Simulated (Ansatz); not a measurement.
# Cu/SrO/Cu: conductance against the thickness of the layer, part 2 of 2

Aim: the conductance of Cu/SrO/Cu junctions as the barrier thickens. Both electrodes are Cu fcc(001) sqrt2 x sqrt2; the barrier is SrO rock salt(001) (non-polar). In the first transport cell, after relaxation, the nearest pair of electrode and barrier is Cu–Sr at 3.62 Å, at a slant, at the lower face and Cu–Sr at 3.62 Å, at a slant, at the upper one. All share a net of side 3.63 Å, which strains the lower electrode by +0.0 % and the barrier by -1.3 %, against typed lattice constants near PBE's. The first steps treat the bulk electrodes alone.

Ansatz 0.2.0; PBE DFT, plane waves, PAW files (the session's first sound run).

So far, transmission at the Fermi level (a spin, zone mean): step 4 (transmission over a wide range of energy) 0.0290. Also channels of the lower lead: step 4 1.85.

## 5. Conductance, atomic planes in the barrier 2, gap between the electrodes 8.92 Å

System of this step: Cu/SrO/Cu. The cell holds 48 atoms: 44 Cu, 2 O and 2 Sr. Cell: a = 3.630 Å, b = 3.630 Å, c = 59.069 Å, α = 90.0°, β = 90.0°, γ = 90.0°. Regions: left electrode, 22 atoms (22 Cu); barrier, 4 atoms (2 O and 2 Sr); right electrode, 22 atoms (22 Cu). Vacuum lies along c.

The conductance needs T(E) within ten thermal energies of the Fermi level, on steps under 1.5 kT, and a finer mesh (22×22), since the current can rest on few wavevectors.

Contents of input.yaml:

```yaml
crystal:
  lattice:
    - [3.63, 0.0, 0.0]
    - [0.0, 3.63, 0.0]
    - [0.0, 0.0, 59.0689635172]
  atoms:
    - { symbol: Cu, position: [0.0, 0.0, 0.1185055498] }
    - { symbol: Cu, position: [0.5, 0.5, 0.1185055498] }
    - { symbol: Cu, position: [0.5, 0.0, 0.1491815441] }
    - { symbol: Cu, position: [0.0, 0.5, 0.1491815441] }
    - { symbol: Cu, position: [0.0, 0.0, 0.1798575384] }
    - { symbol: Cu, position: [0.5, 0.5, 0.1798575384] }
    - { symbol: Cu, position: [0.5, 0.0, 0.2105335326] }
    - { symbol: Cu, position: [0.0, 0.5, 0.2105335326] }
[... 36 atom lines left out ...]
    - { symbol: Cu, position: [0.0, 0.5, 0.8508184559] }
    - { symbol: Cu, position: [0.5, 0.0, 0.8508184559] }
    - { symbol: Cu, position: [0.5, 0.5, 0.8814944502] }
    - { symbol: Cu, position: [0.0, 0.0, 0.8814944502] }
kpoints:
  mp_grid: { grid: [8, 8, 1] }
scf:
  occupations: { method: fermi_dirac, width: 0.1 }
  max_iter: 150
hamiltonian:
  xc: pbe
output:
  transmission:
    kmesh: [22, 22]
    e_range: [-0.26, 0.27]
    de: 0.0375
    leads: [[8, 10], [36, 38]]
```

On the command line:

```console
$ ansatz run input.yaml --threads 8 --pin off --max-ram 24576MiB --backend cpu --events-out ev --progress --plain --runs-dir out
```

It took 4.9 min on 8 threads of Intel Xeon Platinum 8375C at 2.90GHz (Ice Lake), shared host; peak memory 14 GiB.

This step gave:

```
free energy                                         : -299731.8593 eV
Fermi energy                                        : 10.89 eV
transmission at the Fermi level (a spin, zone mean) : 0.07615
channels of the lower lead                          : 1.837
channels of the upper lead                          : 1.837
potential step in the lower lead                    : 10 meV
ballistic conductance of the lower lead             : 1.08e15 S/m²
potential step in the upper lead                    : 14.1 meV
ballistic conductance of the upper lead             : 1.08e15 S/m²
junction conductance                                : 4.34e13 S/m²
error estimates by source, in the log's order       : 0.1, 0.2, 26.1, 4.8, 2.1 %
resistance-area product beyond the leads            : 0.02211 Ω um²
```

One spin. Table of transmission, zone mean by energy, zero at the Fermi level:

```
energy (eV)  transmission, zone mean
     -0.260                   0.0836
     -0.223                   0.0807
     -0.185                   0.0774
     -0.147                   0.0756
     -0.110                   0.0741
     -0.072                   0.0801
     -0.035                   0.0762
      0.003                   0.0762
      0.040                   0.0685
      0.077                   0.0656
      0.115                   0.0646
      0.152                   0.0663
      0.190                   0.0678
      0.228                   0.0817
      0.265                   0.0791
```

One spin. Table of open channels, zone mean by energy, zero at the Fermi level:

```
energy (eV)  lower lead  upper lead
     -0.260        1.79        1.79
     -0.223        1.79        1.79
     -0.185        1.80        1.77
     -0.147        1.80        1.80
     -0.110        1.80        1.80
     -0.072        1.84        1.84
     -0.035        1.85        1.85
      0.003        1.84        1.84
      0.040        1.85        1.82
      0.077        1.82        1.84
      0.115        1.84        1.84
      0.152        1.85        1.85
      0.190        1.87        1.87
      0.228        1.88        1.88
      0.265        1.89        1.86
```

Transmission over k1 and k2. At 0.0025 eV from the Fermi level.

Ten even steps from '0' (0.000) to '9' (0.977):
```
0900000000000000000009
0000000000000000000000
0000000000000000000000
0000000000000000000000
0000000000000000000000
0000000001111100000000
0000000111111111000000
0000000112222211000000
0000001122232221100000
0000001122333221100000
0000001123343321100000
0000001122333221100000
0000001122232221100000
0000000112222211000000
0000000111111111000000
0000000001111100000000
0000000000000000000000
0000000000000000000000
0000000000000000000000
0000000000000000000000
0900000000000000000009
0000000000000000000000
```
Columns: k1 (b1) from -0.5 to 0.455; rows upwards: k2 (b2) from -0.5 to 0.455.

G = 4.3e13 S/m² (1/G = 0.0230 Ω µm²). The largest error estimate is 26 %, from the mesh across the current. In the worse lead the potential repeats within 14 meV, which the program lets pass. By hand, Landauer's formula with T at one energy: G = (e²/h) ΣT / A = 3.874e-5 S × 0.152 / 13.18 Å² = 4.5e13 S/m², with T summed over both spins. The printed value averages T over the Fermi window and is 0.97 times this.

## 6. Conductance, 50 atoms

System of this step: Cu/SrO/Cu. The cell holds 50 atoms: 44 Cu, 3 O and 3 Sr. Its edges and angles: a = 3.630 Å, b = 3.630 Å, c = 61.632 Å, α = 90.0°, β = 90.0°, γ = 90.0°. Regions: left electrode, 22 atoms (22 Cu); barrier, 6 atoms (3 O and 3 Sr); right electrode, 22 atoms (22 Cu). Vacuum lies along c.

Barrier layers are added or taken out in the middle, and the relaxed faces stay.

Contents of input.yaml:

```yaml
crystal:
  lattice:
    - [3.63, 0.0, 0.0]
    - [0.0, 3.63, 0.0]
    - [0.0, 0.0, 61.6315213939]
  atoms:
    - { symbol: Cu, position: [0.0, 0.0, 0.1135782444] }
    - { symbol: Cu, position: [0.5, 0.5, 0.1135782444] }
    - { symbol: Cu, position: [0.5, 0.0, 0.142978771] }
    - { symbol: Cu, position: [0.0, 0.5, 0.142978771] }
    - { symbol: Cu, position: [0.0, 0.0, 0.1723792977] }
    - { symbol: Cu, position: [0.5, 0.5, 0.1723792977] }
    - { symbol: Cu, position: [0.5, 0.0, 0.2017798243] }
    - { symbol: Cu, position: [0.0, 0.5, 0.2017798243] }
[... 38 atom lines left out ...]
    - { symbol: Cu, position: [0.5, 0.0, 0.857021229] }
    - { symbol: Cu, position: [0.0, 0.5, 0.857021229] }
    - { symbol: Cu, position: [0.0, 0.0, 0.8864217556] }
    - { symbol: Cu, position: [0.5, 0.5, 0.8864217556] }
kpoints:
  mp_grid: { grid: [8, 8, 1] }
scf:
  occupations: { method: fermi_dirac, width: 0.1 }
  max_iter: 150
hamiltonian:
  xc: pbe
output:
  transmission:
    kmesh: [22, 22]
    e_range: [-0.26, 0.27]
    de: 0.0375
    leads: [[8, 10], [38, 40]]
```

Wall time 6.7 min (8 threads); peak memory 15 GiB.

Numbers from this step:

```
free energy                                         : -303846.4574 eV
Fermi energy                                        : 10.80 eV
transmission at the Fermi level (a spin, zone mean) : 0.03516
potential step in the lower lead                    : 9.9 meV
potential step in the upper lead                    : 14 meV
junction conductance                                : 2.01e13 S/m²
error estimates by source, in the log's order       : 1.9, 1.2, 52.4, 11.2, 5.5 %
resistance-area product beyond the leads            : 0.04883 Ω um²
```

One spin. Transmission, zone mean against energy, zero at the Fermi level:

```
energy (eV)  transmission, zone mean
     -0.260                   0.0517
     -0.223                   0.0471
     -0.185                   0.0425
     -0.147                   0.0392
     -0.110                   0.0363
     -0.072                   0.0361
     -0.035                   0.0393
      0.003                   0.0352
      0.040                   0.0289
      0.077                   0.0262
      0.115                   0.0246
      0.152                   0.0237
      0.190                   0.0305
      0.228                   0.0404
      0.265                   0.0267
```

One spin. Table of open channels, zone mean by energy, zero at the Fermi level:

(Unchanged from step 5.)

Transmission over k1 and k2. At 0.0025 eV from the Fermi level.

Ten even steps from '_' (0.000) to '@' (0.755):
```
__@@______________________________________@@
____________________________________________
____________________________________________
____________________________________________
____________________________________________
____________________________________________
____________________________________________
__________________..........________________
________________..............______________
________________....::::::....______________
________________....::::::....______________
________________....::::::....______________
________________..............______________
__________________..........________________
____________________________________________
____________________________________________
____________________________________________
____________________________________________
____________________________________________
____________________________________________
__@@______________________________________@@
____________________________________________
```
Columns: k1 (b1) from -0.5 to 0.455; rows upwards: k2 (b2) from -0.5 to 0.455.

G = 2.0e13 S/m² (1/G = 0.0497 Ω µm²), 0.46 times the step before of this kind. The largest error estimate is 52 %, from the mesh across the current. In the worse lead the potential repeats within 14 meV, which the program lets pass, though it still puts 11 % of error on the junction's conductance through them.

## 7. Conductance, atomic planes in the barrier 4, gap between the electrodes 14.05 Å

System of this step: Cu/SrO/Cu. The cell holds 52 atoms: 44 Cu, 4 O and 4 Sr. Its edges and angles: a = 3.630 Å, b = 3.630 Å, c = 64.194 Å, α = 90.0°, β = 90.0°, γ = 90.0°. Regions: left electrode, 22 atoms (22 Cu); barrier, 8 atoms (4 O and 4 Sr); right electrode, 22 atoms (22 Cu). Vacuum lies along c.

Contents of input.yaml:

```yaml
crystal:
  lattice:
    - [3.63, 0.0, 0.0]
    - [0.0, 3.63, 0.0]
    - [0.0, 0.0, 64.1940792706]
  atoms:
    - { symbol: Cu, position: [0.0, 0.0, 0.1090443243] }
    - { symbol: Cu, position: [0.5, 0.5, 0.1090443243] }
    - { symbol: Cu, position: [0.5, 0.0, 0.1372712139] }
    - { symbol: Cu, position: [0.0, 0.5, 0.1372712139] }
    - { symbol: Cu, position: [0.0, 0.0, 0.1654981034] }
    - { symbol: Cu, position: [0.5, 0.5, 0.1654981034] }
    - { symbol: Cu, position: [0.5, 0.0, 0.193724993] }
    - { symbol: Cu, position: [0.0, 0.5, 0.193724993] }
[... 40 atom lines left out ...]
    - { symbol: Cu, position: [0.0, 0.5, 0.8627287861] }
    - { symbol: Cu, position: [0.5, 0.0, 0.8627287861] }
    - { symbol: Cu, position: [0.5, 0.5, 0.8909556757] }
    - { symbol: Cu, position: [0.0, 0.0, 0.8909556757] }
kpoints:
  mp_grid: { grid: [8, 8, 1] }
scf:
  occupations: { method: fermi_dirac, width: 0.1 }
  max_iter: 150
hamiltonian:
  xc: pbe
output:
  transmission:
    kmesh: [22, 22]
    e_range: [-0.26, 0.27]
    de: 0.0375
    leads: [[8, 10], [40, 42]]
```

Run time: 6.5 min. Hardware: 8 threads; peak memory 16 GiB; 43 min of CPU time.

G = 4.9e12 S/m² (1/G = 0.203 Ω µm²), 0.24 times the step before of this kind. The largest error estimate is 64 %, from the mesh across the current. In the worse lead the potential repeats within 14 meV, which the program lets pass, though it still puts 15 % of error on the junction's conductance through them.

## 8. Conductance on a fine mesh, atomic planes in the barrier 6, gap between the electrodes 19.17 Å

System of this step: Cu/SrO/Cu. The cell holds 56 atoms: 44 Cu, 6 O and 6 Sr. Cell: a = 3.630 Å, b = 3.630 Å, c = 69.319 Å, α = 90.0°, β = 90.0°, γ = 90.0°. Regions: left electrode, 22 atoms (22 Cu); barrier, 12 atoms (6 O and 6 Sr); right electrode, 22 atoms (22 Cu). Vacuum lies along c.

Contents of input.yaml:

```yaml
crystal:
  lattice:
    - [3.63, 0.0, 0.0]
    - [0.0, 3.63, 0.0]
    - [0.0, 0.0, 69.319195024]
  atoms:
    - { symbol: Cu, position: [0.0, 0.0, 0.1009821305] }
    - { symbol: Cu, position: [0.5, 0.5, 0.1009821305] }
    - { symbol: Cu, position: [0.5, 0.0, 0.1271220646] }
    - { symbol: Cu, position: [0.0, 0.5, 0.1271220646] }
    - { symbol: Cu, position: [0.0, 0.0, 0.1532619986] }
    - { symbol: Cu, position: [0.5, 0.5, 0.1532619986] }
    - { symbol: Cu, position: [0.5, 0.0, 0.1794019326] }
    - { symbol: Cu, position: [0.0, 0.5, 0.1794019326] }
[... 44 atom lines left out ...]
    - { symbol: Cu, position: [0.0, 0.5, 0.8728779354] }
    - { symbol: Cu, position: [0.5, 0.0, 0.8728779354] }
    - { symbol: Cu, position: [0.5, 0.5, 0.8990178695] }
    - { symbol: Cu, position: [0.0, 0.0, 0.8990178695] }
kpoints:
  mp_grid: { grid: [8, 8, 1] }
scf:
  occupations: { method: fermi_dirac, width: 0.1 }
  max_iter: 150
hamiltonian:
  xc: pbe
output:
  transmission:
    kmesh: [22, 22]
    e_range: [-0.26, 0.27]
    de: 0.0375
    leads: [[8, 10], [44, 46]]
```

The job ended after 7.2 min (8 threads; peak memory 17 GiB).

G = 4.6e11 S/m² (1/G = 2.16 Ω µm²), 0.094 times the step before of this kind. The largest error estimate is 50 %, from the mesh across the current. In the worse lead the potential repeats within 14 meV, which the program lets pass, though it still puts 33 % of error on the junction's conductance through them.

## 9. Conductance, atomic planes in the barrier 7, gap between the electrodes 21.74 Å

System of this step: Cu/SrO/Cu. The cell holds 58 atoms: 44 Cu, 7 O and 7 Sr. Cell: a = 3.630 Å, b = 3.630 Å, c = 71.882 Å, α = 90.0°, β = 90.0°, γ = 90.0°. Regions: left electrode, 22 atoms (22 Cu); barrier, 14 atoms (7 O and 7 Sr); right electrode, 22 atoms (22 Cu). Vacuum lies along c.

Contents of input.yaml:

```yaml
crystal:
  lattice:
    - [3.63, 0.0, 0.0]
    - [0.0, 3.63, 0.0]
    - [0.0, 0.0, 71.8817529007]
  atoms:
    - { symbol: Cu, position: [0.0, 0.0, 0.097382155] }
    - { symbol: Cu, position: [0.5, 0.5, 0.097382155] }
    - { symbol: Cu, position: [0.5, 0.0, 0.12259021] }
    - { symbol: Cu, position: [0.0, 0.5, 0.12259021] }
    - { symbol: Cu, position: [0.0, 0.0, 0.1477982651] }
    - { symbol: Cu, position: [0.5, 0.5, 0.1477982651] }
    - { symbol: Cu, position: [0.5, 0.0, 0.1730063202] }
    - { symbol: Cu, position: [0.0, 0.5, 0.1730063202] }
[... 46 atom lines left out ...]
    - { symbol: Cu, position: [0.5, 0.0, 0.87740979] }
    - { symbol: Cu, position: [0.0, 0.5, 0.87740979] }
    - { symbol: Cu, position: [0.0, 0.0, 0.902617845] }
    - { symbol: Cu, position: [0.5, 0.5, 0.902617845] }
kpoints:
  mp_grid: { grid: [8, 8, 1] }
scf:
  occupations: { method: fermi_dirac, width: 0.1 }
  max_iter: 150
hamiltonian:
  xc: pbe
output:
  transmission:
    kmesh: [22, 22]
    e_range: [-0.26, 0.27]
    de: 0.0375
    leads: [[8, 10], [46, 48]]
```

Run time: 7.6 min. Hardware: 8 threads; peak memory 18 GiB; 47 min of CPU time.

G = 1.6e11 S/m² (1/G = 6.07 Ω µm²), 0.36 times the step before of this kind. The largest error estimate is 58 %, from the mesh across the current. In the worse lead the potential repeats within 14 meV, which the program lets pass, though it still puts 31 % of error on the junction's conductance through them.

## 10. The series together

Times are for 8 threads of Intel Xeon Platinum 8375C at 2.90GHz (Ice Lake), shared host. Results by setting:

```
no.  gap between the electrodes (Å)  junction conductance (S/m²)  resistance-area product beyond the leads (Ω um²)     time  memory (GiB)
  1                            8.92                      4.34e13                                           0.02211  4.9 min            14
  2                           11.49                      2.01e13                                           0.04883  6.7 min            15
  3                           14.05                      4.92e12                                            0.2022  6.5 min            16
  4                           19.17                      4.63e11                                             2.161  7.2 min            17
  5                           21.74                      1.65e11                                             6.074  7.6 min            18
```

The runs together. Table of transmission, zone mean by energy, zero at the Fermi level:

```
energy (eV)    8.92   11.49    14.05    19.17   21.74
     -0.260  0.0836  0.0517   0.0127  0.00186  8.3e-4
     -0.223  0.0807  0.0471   0.0115  0.00156  6.7e-4
     -0.185  0.0774  0.0425   0.0103  0.00131  5.4e-4
     -0.147  0.0756  0.0392  0.00943  0.00113  4.5e-4
     -0.110  0.0741  0.0363  0.00865   9.8e-4  3.7e-4
     -0.072  0.0801  0.0361  0.00848   8.8e-4  3.2e-4
     -0.035  0.0762  0.0393   0.0121  0.00116  4.0e-4
      0.003  0.0762  0.0352  0.00768   7.1e-4  2.6e-4
      0.040  0.0685  0.0289  0.00644   5.9e-4  2.0e-4
      0.077  0.0656  0.0262  0.00601   5.3e-4  1.8e-4
      0.115  0.0646  0.0246  0.00567   4.8e-4  1.5e-4
      0.152  0.0663  0.0237  0.00542   4.4e-4  1.4e-4
      0.190  0.0678  0.0305  0.00911   5.9e-4  1.6e-4
      0.228  0.0817  0.0404  0.00928   5.5e-4  1.5e-4
      0.265  0.0791  0.0267  0.00512   3.6e-4  1.1e-4
```

## 11. Decay with thickness

This step: Fit of the logarithm of the conductance against the barrier's thickness, from PBE DFT, plane waves, PAW files (Ansatz 0.2.0).

No new run: the logarithm is fitted against the thickness.

This step gave:

| Item | Value |
| --- | --- |
| decay constant of the conductance | 0.45 Å⁻¹ |
| r.m.s. misfit of ln G | 0.13 |

From the end points alone, β = ln(4.34e+13 / 1.65e+11) / 12.82 Å = 5.57 / 12.82 Å = 0.43 Å⁻¹. One end point carries an error estimate of 58 %; a factor of 1.6 on it would move β by 0.04 Å⁻¹.

## 12. What came out

```
1/G at 8.92 Å gap : 0.0230 Ω um²
1/G at 21.7 Å gap : 6.07 Ω um²
decay constant β  : 0.45 Å⁻¹
```

In words: A fit of ln G against d gives β = 0.45 Å⁻¹, and step by step the slopes are 0.30, 0.55, 0.46 and 0.40 Å⁻¹. They differ by more than a fifth, so the fit is an average; how much of this is a real bend and how much error of the runs wasn't traced. A transmission of 0.029 across 11 Å is too high for tunnelling deep in a gap, so the spacer works as a low barrier at best. The program's largest error estimate on these conductances is 64 %, from the mesh across the current, in the run that gave 4.9e12 S/m². No spin-orbit coupling, phonons, disorder or image charges enter; the interfaces are ordered, one cell wide and lattice-matched by strain. Semilocal gaps are too small, which can bring a band edge of the barrier nearer to the Fermi level than it is.

[Logs are printed without paths, hosts, clocks, repeated set-up lines and the standing remarks that a program may print on its own settings, such as how far it seeks lower states.]

[Hosts, paths, dates, database ids (printed as entryN), source tags and the programs' standing remarks are cut or masked in the printed files.]
